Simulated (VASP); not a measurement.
# LiF (P4/mmm) in VASP: notebook

One crystal, LiF, is run at these levels: PBE; tasks: single point.

Program: VASP 6.6.1. These are calculated values, not measurements. Logs are shortened: lines on timing, memory, paths and dates and some standing lists are left out, and cuts for length are marked.

### 1 The cell of the first run

It takes space group P4/mmm (No. 123, tetragonal). Conventional cell: a = 2.560 Å, b = 2.560 Å, c = 2.534 Å, α = 90.00°, β = 90.00°, γ = 90.00°. Li (site symmetry 4/mmm) is surrounded by 8 F at 2.21 Å and 2 Li at 2.53 Å. F (site symmetry 4/mmm) is surrounded by 8 Li at 2.21 Å and 2 F at 2.53 Å.

Measurements of this composition are mostly on another form, of space group No. 225.

### 2 Single point, PBE (strain -0.0100 x Voigt [0, 1, 0, 0, 0, 0], atoms carried along)

INCAR reads:

```
SYSTEM = LiF
PREC = Accurate
ENCUT = 520
EDIFF = 1E-7
ISMEAR = 0
SIGMA = 0.05
LREAL = .False.
LASPH = .True.
NELM = 100
ALGO = Normal
ISIF = 2
LWAVE = .False.
LCHARG = .False.
GGA = PE
NBANDS = 12
```

KPOINTS reads:

```
Automatic mesh
0
Gamma
  10 10 10
  0 0 0
```

POSCAR reads:

```
LiF
1.0
    2.5595330000      0.0000000000      0.0000000000
    0.0000000000      2.5339376700      0.0000000000
    0.0000000000      0.0000000000      2.5595330000
Li F
1 1
Direct
    0.0000000000      0.0000000000      0.0000000000
    0.5000000000      0.5000000000      0.5000000000
```

Potentials or basis: VASP PAW PBE potentials, release 64 (Li_sv, F).

Launch:

```sh
> cat potpaw_PBE.64/Li_sv/POTCAR potpaw_PBE.64/F/POTCAR > POTCAR
> mpirun -np 1 vasp_std > vasp.out
```

OUTCAR:

```text
SYSTEM = LiF
   PREC = Accurate
   ENCUT = 520
   EDIFF = 1E-7
   ISMEAR = 0
   LREAL = .False.
   LASPH = .True.
   NELM = 100
   ISIF = 2
   GGA = PE

 ion  position               nearest neighbor table
   1  0.000  0.000  0.000-   2 2.21   2 2.21   2 2.21   2 2.21   2 2.21   2 2.21   2 2.21   2 2.21

   2  0.500  0.500  0.500-   1 2.21   1 2.21   1 2.21   1 2.21   1 2.21   1 2.21   1 2.21   1 2.21

  LATTYP: Found a simple tetragonal cell.
 ALAT       =     2.5595330000
 C/A-ratio  =     0.9900000000

  Lattice vectors:

 A1 = (  -2.5595330000,   0.0000000000,   0.0000000000)
 A2 = (   0.0000000000,   0.0000000000,   2.5595330000)
 A3 = (   0.0000000000,   2.5339376700,   0.0000000000)

Analysis of symmetry for initial positions (statically):
=====================================================================
 Subroutine PRICEL returns:
 Original cell was already a primitive cell.

 Routine SETGRP: Setting up the symmetry group for a
 simple tetragonal supercell.

 Subroutine GETGRP returns: Found 16 space group operations
 (whereof 16 operations were pure point group operations)
 out of a pool of 16 trial point group operations.

The static configuration has the point symmetry D_4h.

Analysis of symmetry for dynamics (positions and initial velocities):
=====================================================================
 Subroutine PRICEL returns:
 Original cell was already a primitive cell.

 Routine SETGRP: Setting up the symmetry group for a
 simple tetragonal supercell.

 Subroutine GETGRP returns: Found 16 space group operations
 (whereof 16 operations were pure point group operations)
 out of a pool of 16 trial point group operations.

The dynamic configuration has the point symmetry D_4h.

 Subroutine INISYM returns: Found 16 space group operations
 (whereof 16 operations are pure point group operations),
 and found     1 'primitive' translations

----------------------------------------------------------------------------------------

                                     Primitive cell

  volume of cell :      16.6004

  direct lattice vectors                    reciprocal lattice vectors
     2.559533000  0.000000000  0.000000000     0.390696272  0.000000000  0.000000000
     0.000000000  2.533937670  0.000000000     0.000000000  0.394642699  0.000000000
     0.000000000  0.000000000  2.559533000     0.000000000  0.000000000  0.390696272

  length of vectors
     2.559533000  2.533937670  2.559533000     0.390696272  0.394642699  0.390696272

  position of ions in fractional coordinates (direct lattice)
     0.000000000  0.000000000  0.000000000
     0.500000000  0.500000000  0.500000000

  ion indices of the primitive-cell ions
   primitive index   ion index
                 1           1
                 2           2

----------------------------------------------------------------------------------------

 KPOINTS: Automatic mesh

Automatic generation of k-mesh.
 Grid dimensions read from file:
 generate k-points for:   10   10   10

 Generating k-lattice:

  Cartesian coordinates                     Fractional coordinates (reciprocal lattice)
     0.039069627  0.000000000  0.000000000     0.100000000  0.000000000  0.000000000
     0.000000000  0.039464270  0.000000000     0.000000000  0.100000000  0.000000000
     0.000000000  0.000000000  0.039069627     0.000000000  0.000000000  0.100000000

  Length of vectors
     0.039069627  0.039464270  0.039069627

  Shift w.r.t. Gamma in fractional coordinates (k-lattice)
     0.000000000  0.000000000  0.000000000

 Subroutine IBZKPT returns following result:
 ===========================================

 Found    126 irreducible k-points:

 Following reciprocal coordinates:
            Coordinates               Weight
  0.000000  0.000000  0.000000      1.000000
  0.100000  0.000000  0.000000      4.000000
  0.200000  0.000000  0.000000      4.000000
  0.300000  0.000000  0.000000      4.000000
  0.400000  0.000000  0.000000      4.000000
  0.500000  0.000000  0.000000      2.000000
[... 16 lines left out ...]
  0.400000  0.300000  0.000000      8.000000
  0.500000  0.300000  0.000000      4.000000
 [... further k-points ...]
   k-points           NKPTS =    126   k-points in BZ     NKDIM =    126   number of bands    NBANDS=     12
   number of dos      NEDOS =    301   number of ions     NIONS =      2
   total plane-waves  NPLWV =   8000
   dimension x,y,z NGX =    20 NGY =   20 NGZ =   20
   dimension x,y,z NGXF=    40 NGYF=   40 NGZF=   40
   ions per type =               1   1
   NGX,Y,Z   is equivalent  to a cutoff of  12.99, 13.12, 12.99 a.u.
   NGXF,Y,Z  is equivalent  to a cutoff of  25.98, 26.24, 25.98 a.u.
 SYSTEM =  LiF
   PREC   = accura    normal or accurate (medium, high low for compatibility)
   ISTART =      0    job   : 0-new  1-cont  2-samecut
   ICHARG =      2    charge: 1-file 2-atom 10-const
   ISPIN  =      1    spin polarized calculation?
   LNONCOLLINEAR =      F non collinear calculations
   LSORBIT =      F    spin-orbit coupling
   LASPH  =      T    aspherical Exc in radial PAW
   ENCUT  =  520.0 eV  38.22 Ry    6.18 a.u.   4.76  4.71  4.76*2*pi/ulx,y,z
   NELM   =    100;   NELMIN=  2; NELMDL= -5     # of ELM steps
   EDIFF  = 0.1E-06   stopping-criterion for ELM
   LREAL  =      F    real-space projection
   EDIFFG = 0.1E-05   stopping-criterion for IOM
   NSW    =      0    number of steps for IOM
   IBRION =     -1    ionic relax: 0-MD 1-quasi-New 2-CG
   NFREE  =      0    steps in history (QN), initial steepest desc. (CG)
   ISIF   =      2    stress and relaxation
   ISYM   =      2    0-nonsym 1-usesym 2-fastsym
   POTIM  = 0.5000    time-step for ionic-motion
   TEBEG  =    0.0;   TEEND  =   0.0 temperature during run
   PSTRESS=    0.0 pullay stress
   NELECT =      10.0000    total number of electrons
   NUPDOWN=      -1.0000    fix difference up-down
   EMIN   =  10.00;   EMAX   =-10.00  energy-range for DOS
   EFERMI =   0.00;   METHOD = LEGACY
   ISMEAR =     0;   SIGMA  =   0.05  broadening in eV -4-tet -1-fermi 0-gaus
   EFERMI_NEDOS =   21; number of points for ismear=-14 and -15
   IALGO  =     38    algorithm
   IMIX   =      4    mixing-type and parameters
     AMIX     =   0.40;   BMIX     =  1.00
     AMIX_MAG =   1.60;   BMIX_MAG =  1.00
  volume/ion in A,a.u.               =       8.30        56.01
  Fermi-wavevector in a.u.,A,eV,Ry     =   1.382619  2.612770 26.009359  1.911634
  Thomas-Fermi vector in A             =   2.507293
   LORBIT       =      0    0 simple, 1 ext, 2 COOP (PROOUT), +10 PAW based schemes
   GGA     = PE    functional components
   LHFCALC =     F    Hartree Fock is set to
   AEXX    =    0.0000 exact exchange contribution
   IVDW    =     0    specifies the selected vdW correction
   LEPSILON=     F    determine dielectric tensor
   LRPA    =     F    only Hartree local field effects (RPA)
 non-spin polarized calculation
 Gauss-broadening in eV      SIGMA  =   0.05
  energy-cutoff  :      520.00
  volume of cell :       16.60
 maximum number of plane-waves:       466
 NGX is ok and might be reduce to    20
   NGX =  9   NGY =  9   NGZ =  9

 number of electron      10.0000018 magnetization

 Free energy of the ion-electron system (eV)
  ---------------------------------------------------
  ext. energy  EPLUGINS =         0.00000000
  ---------------------------------------------------
  free energy    TOTEN  =        -9.04727243 eV

  energy without entropy =       -9.04727243  energy(sigma->0) =       -9.04727243

 E-fermi :   0.5490     XC(G=0):  -9.9807

 val. band max:        0.1952088988   @ k =   0.5000   0.0000   0.5000
 cond. band min:       7.7419875334   @ k =   0.0000   0.0000   0.0000
 fundamental gap:      7.5467786346
 Fermi energy:         0.5490060439

 k-point     1 :       0.0000    0.0000    0.0000
  band No.  band energies     occupation
      1     -42.7007      2.00000
      2     -20.6861      2.00000
      3      -0.5653      2.00000
      4      -0.5653      2.00000
      5      -0.4562      2.00000
      6       7.7420      0.00000
      7      18.9211      0.00000
      8      19.1760      0.00000
      9      21.0651      0.00000
     10      21.0651      0.00000
     11      21.3504      0.00000
     12      38.3735      0.00000

 k-point     2 :       0.1000    0.0000    0.0000
  band No.  band energies     occupation
      1     -42.6961      2.00000
      2     -20.6448      2.00000
      3      -0.9184      2.00000
      4      -0.5289      2.00000
      5      -0.4210      2.00000
      6       7.9877      0.00000
      7      17.5652      0.00000
      8      19.3432      0.00000
      9      21.0142      0.00000
     10      21.3082      0.00000
     11      23.0590      0.00000
     12      36.9773      0.00000

 k-point     3 :       0.2000    0.0000    0.0000
  band No.  band energies     occupation
      1     -42.6844      2.00000
      2     -20.5345      2.00000
      3      -1.7518      2.00000
      4      -0.4321      2.00000
      5      -0.3279      2.00000
      6       8.5153      0.00000
      7      15.9967      0.00000
      8      20.0248      0.00000
      9      20.8634      0.00000
     10      21.1813      0.00000
     11      26.3417      0.00000
     12      33.7816      0.00000
[... 286 lines left out ...]
 k-point    23 :       0.4000    0.3000    0.0000
  band No.  band energies     occupation
      1     -42.6295      2.00000
      2     -19.9240      2.00000
      3      -3.0330      2.00000
      4      -2.2526      2.00000
      5      -0.0086      2.00000
      6      11.7575      0.00000
      7      14.0234      0.00000
      8      15.3877      0.00000
      9      22.0213      0.00000
     10      22.4953      0.00000
     11      30.1688      0.00000
     12      31.5733      0.00000

 k-point    24 :       0.5000    0.3000    0.0000
  band No.  band energies     occupation
      1     -42.6255      2.00000
      2     -19.8732      2.00000
      3      -3.2725      2.00000
      4      -2.2132      2.00000
      5       0.0229      2.00000
      6      12.0609      0.00000
      7      13.6863      0.00000
      8      15.4339      0.00000
      9      21.9838      0.00000
     10      22.1802      0.00000
     11      30.0688      0.00000
     12      32.5984      0.00000

 [... further k-points ...]
[... 5 lines left out ...]
  --------------------------------------------------------------------------------------
  -------------------------------------------------------------------------------------
  Total       -0.0749575      0.2254795     -0.0749575      0.0000000      0.0000000      0.0000000
  in kB       -7.2344971     21.7620760     -7.2344971      0.0000000      0.0000000      0.0000000
  external PRESSURE =       2.4310273 kB  Pullay stress =       0.0000000 kB

 VOLUME and BASIS-vectors are now :
 -----------------------------------------------------------------------------
  energy-cutoff  :      520.00
  volume of cell :       16.60
      direct lattice vectors                 reciprocal lattice vectors
     2.559533000  0.000000000  0.000000000     0.390696272  0.000000000  0.000000000
     0.000000000  2.533937670  0.000000000     0.000000000  0.394642699  0.000000000
     0.000000000  0.000000000  2.559533000     0.000000000  0.000000000  0.390696272

 POSITION                                       TOTAL-FORCE (eV/Angst)
 -----------------------------------------------------------------------------------
      0.00000      0.00000      0.00000         0.000000      0.000000      0.000000
      1.27977      1.26697      1.27977         0.000000      0.000000      0.000000
 -----------------------------------------------------------------------------------
    total drift:                                0.000000      0.000000      0.000000

  FREE ENERGIE OF THE ION-ELECTRON SYSTEM (eV)
  ---------------------------------------------------
  free  energy   TOTEN  =        -9.0472724250 eV

  energy  without entropy=       -9.0472724250  energy(sigma->0) =       -9.04727243
```

Run time: 24 s. Hardware: 1 thread of AMD EPYC 7R13 (Zen 3), shared host; peak memory 0.09 GiB.

Results:

```yaml
Free_energy: -9.0473 eV
Band_gap_on_the_k_mesh: 7.55 eV, indirect (least direct gap 8.20 eV)
```

Caveat: the cutoff is under 1.25 times the usual one of these potentials, so pressure, stress and relaxed cells hold a basis-set (Pulay) error. A k mesh can miss the band edges.

### 3 Single point, PBE (strain +0.0400 x Voigt [0, 1, 0, 0, 0, 0], atoms carried along)

INCAR reads:

```
SYSTEM = LiF
PREC = Accurate ; ENCUT = 520
EDIFF = 1E-6 ; ISMEAR = 0
SIGMA = 0.05 ; LREAL = .False.
LASPH = .True. ; NELM = 60
ALGO = Normal ; ISIF = 2
LWAVE = .False. ; LCHARG = .False.
GGA = PE ; NBANDS = 12
```

KPOINTS reads:

```
regular mesh
0
Gamma
  10 10 10
  0 0 0
```

POSCAR reads:

```
LiF
1.0
    2.5595330000      0.0000000000      0.0000000000
    0.0000000000      2.6619143200      0.0000000000
    0.0000000000      0.0000000000      2.5595330000
Li F
1 1
Direct
    0.0000000000      0.0000000000      0.0000000000
    0.5000000000      0.5000000000      0.5000000000
```

Potentials or basis: VASP PAW PBE potentials, release 64 (Li_sv, F).

Launch:

```sh
> cat potpaw_PBE.64/Li_sv/POTCAR potpaw_PBE.64/F/POTCAR > POTCAR
> mpirun -np 1 vasp_std > vasp.out
```

OUTCAR:

```text
SYSTEM = LiF
   PREC = Accurate
   ENCUT = 520
   EDIFF = 1E-6
   ISMEAR = 0
   LREAL = .False.
   LASPH = .True.
   NELM = 60
   ISIF = 2
   GGA = PE

 ion  position               nearest neighbor table
   1  0.000  0.000  0.000-   2 2.25   2 2.25   2 2.25   2 2.25   2 2.25   2 2.25   2 2.25   2 2.25

   2  0.500  0.500  0.500-   1 2.25   1 2.25   1 2.25   1 2.25   1 2.25   1 2.25   1 2.25   1 2.25

  LATTYP: Found a simple tetragonal cell.
 ALAT       =     2.5595330000
 C/A-ratio  =     1.0400000000

  Lattice vectors:

 A1 = (  -2.5595330000,   0.0000000000,   0.0000000000)
[... 542 lines left out ...]
     10      21.9278      0.00000
     11      29.4864      0.00000
     12      31.1624      0.00000

 [... further k-points ...]
[... 5 lines left out ...]
  --------------------------------------------------------------------------------------
  -------------------------------------------------------------------------------------
  Total        0.0766648     -1.0388099      0.0766648      0.0000000      0.0000000      0.0000000
  in kB        7.0435441    -95.4401481      7.0435441      0.0000000      0.0000000      0.0000000
  external PRESSURE =     -27.1176867 kB  Pullay stress =       0.0000000 kB

 VOLUME and BASIS-vectors are now :
 -----------------------------------------------------------------------------
  energy-cutoff  :      520.00
  volume of cell :       17.44
      direct lattice vectors                 reciprocal lattice vectors
     2.559533000  0.000000000  0.000000000     0.390696272  0.000000000  0.000000000
     0.000000000  2.661914320  0.000000000     0.000000000  0.375669492  0.000000000
     0.000000000  0.000000000  2.559533000     0.000000000  0.000000000  0.390696272

 POSITION                                       TOTAL-FORCE (eV/Angst)
 -----------------------------------------------------------------------------------
      0.00000      0.00000      0.00000         0.000000      0.000000      0.000000
      1.27977      1.33096      1.27977         0.000000      0.000000      0.000000
 -----------------------------------------------------------------------------------
    total drift:                                0.000000      0.000000      0.000000

  FREE ENERGIE OF THE ION-ELECTRON SYSTEM (eV)
  ---------------------------------------------------
  free  energy   TOTEN  =        -9.0288487135 eV

  energy  without entropy=       -9.0288487135  energy(sigma->0) =       -9.02884871
```

OSZICAR:

```text
N       E                     dE             d eps       ncg     rms          rms(c)
DAV:   1     0.318290746131E+02    0.31829E+02   -0.53017E+03  3136   0.839E+02
DAV:   2    -0.851833476495E+01   -0.40347E+02   -0.39545E+02  3788   0.184E+02
DAV:   3    -0.957237059377E+01   -0.10540E+01   -0.10528E+01  3800   0.261E+01
DAV:   4    -0.958178163788E+01   -0.94110E-02   -0.94105E-02  3360   0.273E+00
DAV:   5    -0.958190987733E+01   -0.12824E-03   -0.12824E-03  3852   0.247E-01    0.452E+00
DAV:   6    -0.904051526035E+01    0.54139E+00   -0.26015E+00  3168   0.964E+00    0.145E+00
DAV:   7    -0.903203830672E+01    0.84770E-02   -0.17529E-02  3864   0.118E+00    0.866E-01
DAV:   8    -0.902873156937E+01    0.33067E-02   -0.16070E-02  3992   0.134E+00    0.120E-01
DAV:   9    -0.902876101780E+01   -0.29448E-04   -0.65694E-04  3584   0.238E-01    0.508E-02
DAV:  10    -0.902884863895E+01   -0.87621E-04   -0.13400E-04  3292   0.948E-02    0.778E-03
DAV:  11    -0.902884871350E+01   -0.74548E-07   -0.17426E-06  3924   0.115E-02
   1 F= -.90288487E+01 E0= -.90288487E+01  d E =-.142276E-18
```

stdout:

```text
POSCAR found type information on POSCAR LiF
 POSCAR found :  2 types and       2 ions
 scaLAPACK will be used
 LDA part: xc-table for (Slater+PW92), standard interpolation
 POSCAR, INCAR and KPOINTS ok, starting setup
 FFT: planning ... GRIDC
 FFT: planning ... GRID_SOFT
 FFT: planning ... GRID
 WAVECAR not read
 entering main loop
```

It took 21 s on 1 thread of AMD EPYC 7R13 (Zen 3), shared host; peak memory 0.1 GiB.

Results:

* Free energy: -9.0288 eV
* Band gap on the k mesh: 7.09 eV, indirect (least direct gap 7.68 eV)

Levels at points of the mesh, in eV from the valence-band top:
```csv
k point,band 1,band 2,band 3,band 4,band 5,band 6,band 7,band 8,band 9,band 10
"(0.00, 0.00, 0.00)",-43.02,-20.73,-0.98,-0.58,-0.58,7.09,18.06,18.98,19.65,20.69
"(0.50, 0.00, 0.00)",-42.98,-20.26,-3.58,-0.55,-0.21,8.71,13.65,19.03,20.44,23.62
"(0.00, 0.50, 0.00)",-42.99,-20.38,-3.59,-0.28,-0.28,9.00,13.12,20.02,20.02,23.91
"(0.50, 0.50, 0.00)",-42.95,-19.86,-3.24,-3.12,0.00,12.89,12.93,13.56,19.09,23.55
"(0.50, 0.00, 0.50)",-42.94,-19.75,-3.10,-3.10,-0.25,13.23,13.23,13.23,18.46,22.71
"(0.50, 0.50, 0.50)",-42.91,-19.42,-2.26,-2.26,-2.12,10.81,10.81,11.15,22.85,23.75
```

Caveat: the cutoff is under 1.25 times the usual one of these potentials, so pressure, stress and relaxed cells hold a basis-set (Pulay) error. A k mesh can miss the band edges.

(Part 1 of 2 ends here.)
